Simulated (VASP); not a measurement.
Hf, 5 atoms in the cell. The cell holds a slab with vacuum, 5 atoms: a = 3.140 Å, b = 3.140 Å, c = 25.254 Å, α = 90.00°, β = 90.00°, γ = 120.00°. The slab is cut from a database's or a generator's crystal, which needn't be the stable form of the element.

* Program: VASP 6.6.1
* Task: band structure
* Functional: PBE
* Dispersion: D3
* Potentials or basis: VASP PAW PBE potentials, release 64 (Hf)
* Cutoff: 500 eV
* k mesh: 10 × 10 × 1
* Occupations: gaussian, width 0.05 eV
* Spin: no spin polarisation
* Dipole correction: yes
* Further INCAR settings: ALGO = Normal; EDIFF = 1.00e-06; NBANDS = 34; ISYM = 0

Potentials or basis: VASP PAW PBE potentials, release 64 (Hf).

Run with:

```bash
$ python run.py
```

Hardware: 1 thread of Intel(R) Xeon(R) Platinum 8488C (Sapphire Rapids), with other jobs on the host.

Question: How long does it take, and how much memory?

Answer: Wall time 3.5 min on 1 thread of Intel(R) Xeon(R) Platinum 8488C (Sapphire Rapids), with other jobs on the host, peak memory 0.42 GiB. Counts: scf iterations 8, k points 42.
